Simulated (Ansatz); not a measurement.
Starting cell, SrF2 (fluorite):

```
SrF2
1.0
    0.00000     5.75810     5.75810
    2.87905     0.00000     2.87905
    2.87905     2.87905     0.00000
Sr F
2 4
Direct
  0.00000   0.00000   0.00000
  0.50000   0.00000   0.00000
  0.12500   0.25000   0.25000
  0.62500   0.25000   0.25000
  0.37500   0.75000   0.75000
  0.87500   0.75000   0.75000
```

Scan: atom 6 (F, nearest neighbour Sr at 2.493 Å; its periodic images, 4.1 Å or more away, move with it) is displaced towards the nearest neighbour, direction (-0.577, -0.577, 0.577) in Cartesian axes, by s. The other atoms stay.

Computed with PBEsol (plane waves to 420 eV, PAW, scalar-relativistic; Ansatz, a program for electronic structure). k mesh 4×8×8 (Γ-centred), Fermi-Dirac smearing 0.05 eV. Energies are smeared free energies. SrF2 was relaxed with its symmetry unable to fall. The zero of ΔE is the undisplaced structure.

Successive frames, forces in eV/Å:

| frame | ΔE (eV/cell) | F on Sr1 | F on Sr2 | F on F3 | F on F4 | F on F5 | F on F6 |
|---|---|---|---|---|---|---|---|
| s = 0.000 Å | 0.000 | (0.000, 0.000, 0.000) | (0.000, 0.000, 0.000) | (0.000, 0.000, 0.000) | (0.000, 0.000, 0.000) | (0.000, 0.000, 0.000) | (0.000, 0.000, 0.000) |
| s = 0.100 Å | 0.022 | (-0.150, -0.145, 0.150) | (-0.012, -0.018, 0.012) | (-0.071, -0.054, 0.071) | (-0.029, -0.046, 0.029) | (-0.019, 0.016, 0.019) | (0.282, 0.247, -0.282) |
| s = 0.200 Å | 0.099 | (-0.404, -0.374, 0.404) | (-0.015, -0.048, 0.015) | (-0.150, -0.105, 0.150) | (-0.055, -0.100, 0.055) | (-0.040, 0.035, 0.040) | (0.663, 0.591, -0.663) |
| s = 0.300 Å | 0.252 | (-0.811, -0.736, 0.811) | (-0.005, -0.090, 0.005) | (-0.237, -0.151, 0.237) | (-0.075, -0.160, 0.075) | (-0.064, 0.057, 0.064) | (1.191, 1.080, -1.191) |

### Question
What are the energy and the forces in the next frame, s = 0.400 Å?

### Answer
ΔE (eV/cell) = 0.512.

| atom | Fx | Fy | Fz |
|---|---|---|---|
| Sr1 | -1.444 | -1.303 | 1.444 |
| Sr2 | 0.020 | -0.144 | -0.020 |
| F3 | -0.331 | -0.195 | 0.331 |
| F4 | -0.090 | -0.224 | 0.090 |
| F5 | -0.091 | 0.083 | 0.091 |
| F6 | 1.935 | 1.783 | -1.935 |

(A displaced cell: forces are minus the slopes of the energy, force constants its curvatures, and phonons follow from these.)
